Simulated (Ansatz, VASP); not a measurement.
Al: VASP beside Ansatz

Contents of INCAR:

```
SYSTEM = Al
ALGO = Fast
EDIFF = 1E-6
EDIFFG = -0.002
ENCUT = 600
GGA = PE
IBRION = 2
ISIF = 3
ISMEAR = 0
LASPH = .True.
LCHARG = .False.
LREAL = .False.
LWAVE = .False.
NELM = 100
NSW = 100
PREC = Accurate
SIGMA = 0.1
```

KPOINTS

```
k-points
0
Gamma
  18 18 10
  0 0 0
```

POSCAR

```
Al
1.0
    2.8633495052      0.0000000000      0.0000000000
   -1.4316747526      2.4797334114      0.0000000000
    0.0000000000      0.0000000000      4.6758497419
Al
2
Direct
    0.3333333333      0.6666666667      0.2500000000
    0.6666666667      0.3333333333      0.7500000000
```

Input for Ansatz:

```yaml
crystal:
  lattice:
    - [2.8633495052, 0.0, 0.0]
    - [-1.4316747526, 2.4797334114, 0.0]
    - [0.0, 0.0, 4.6758497419]
  atoms:
    - { symbol: Al, position: [0.3333333333, 0.6666666667, 0.25] }
    - { symbol: Al, position: [0.6666666667, 0.3333333333, 0.75] }
basis:
  ecutwfc: 420
kpoints:
  mp_grid: { grid: [18, 18, 10] }
hamiltonian:
  xc: pbe
scf:
  occupations: { method: gaussian, width: 0.1 }
output:
  forces: true
  stress: true
  eigenvalues: true
  write_density: true
  write_potential: true
  elf: true
  volumetric_format: npy
relax:
  adjacent_minimum: "off"
  f_tol: 0.002
  max_steps: 80
  cell: { stress_tol: 0.02 }
```

This isn't the form of Al at room conditions, which is fcc.

Alike in both runs: task relaxation of cell and atoms; functional PBE; k mesh 18 × 18 × 10; occupations gaussian, width 0.1 eV; no spin polarisation.

|  | VASP | Ansatz |
| --- | --- | --- |
| version | VASP 6.6.1 | Ansatz 0.2.0 |
| potentials or method | VASP PAW PBE potentials, release 64 (Al) | scalar-relativistic, plane waves, PAW |
| plane-wave cutoff (eV) | 600 | 420 |
| valence electrons in the cell | 6 | 6 |

Ansatz gave:

* gap on the k mesh at the Fermi level, each at its own relaxed structure (eV): none
* relaxed volume (Å³/atom): 16.64
* relaxed cell length with the largest relative difference (Å): 4.667

What did VASP give for the same quantities?

gap on the k mesh at the Fermi level, each at its own relaxed structure (eV): none; relaxed volume (Å³/atom): 16.64; relaxed cell length with the largest relative difference (Å): 4.669.

A gap of «none» marks a metal or a gap that the smearing closes.
